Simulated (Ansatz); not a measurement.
**Response to strain in InN**

The reference is InN in the wurtzite structure (space group P6_3mc, No. 186).

```
CELL_PARAMETERS angstrom
      3.53734     0.00000     0.00000
     -1.76867     3.06343     0.00000
      0.00000     0.00000     5.71395
ATOMIC_POSITIONS crystal
  In 0.66667 0.33333 0.00204
  In 0.33333 0.66667 0.50204
  N  0.66667 0.33333 0.62316
  N  0.33333 0.66667 0.12316
```

Cartesian axes are those of the cell as printed.

Strains are applied to the cell and any free atomic positions relax; under biaxial strain the out-of-plane vector relaxes too; under stress the whole cell relaxes.

All numbers come from PBEsol in Ansatz (plane waves to 420 eV, PAW, without spin-orbit coupling), earlier PAW set.

Notes on the quantities. energy relative to the base: free energy F; pressure: mean of the normal stresses, compression positive.

| change | shortest interatomic distance | energy relative to the base | pressure |
|---|---|---|---|
| base | 2.156 Å | 0 meV/atom | 0.0 GPa |
| biaxial strain −1.72 %, plane normal [001], relaxed out of plane | 2.140 Å | – | … |
| biaxial strain +3.68 %, plane normal [001], relaxed out of plane | 2.180 Å | – | -5.4 GPa |
| isotropic strain −2.54 % | 2.102 Å | +42 meV/atom | 12.5 GPa |
| isotropic strain −1.99 % | 2.113 Å | +25 meV/atom | 9.4 GPa |
| isotropic strain −1.10 % | 2.133 Å | +7.4 meV/atom | 4.9 GPa |
| uniaxial strain ε_xx = −3.11 % | 2.133 Å | +10 meV/atom | 4.6 GPa |
| uniaxial strain ε_yy = +2.87 % | … | +8.3 meV/atom | -3.7 GPa |
| uniaxial strain ε_yy = +5.93 % | 2.197 Å | +35 meV/atom | -7.0 GPa |
| uniaxial stress, 8 GPa tension along z | 2.166 Å | +16 meV/atom | – |

**Question.** Some entries are withheld; estimate them.

**Answer.** 
- biaxial strain −1.72 %, plane normal [001], relaxed out of plane, pressure: 3.0 GPa
- uniaxial strain ε_yy = +2.87 %, shortest interatomic distance: 2.177 Å

The mesh was chosen for an insulator and is coarse for the gapless case. Stability under load was not tested beyond the relaxation. The final runs are not spin-polarised.

Ansatz is a program for electronic structure.
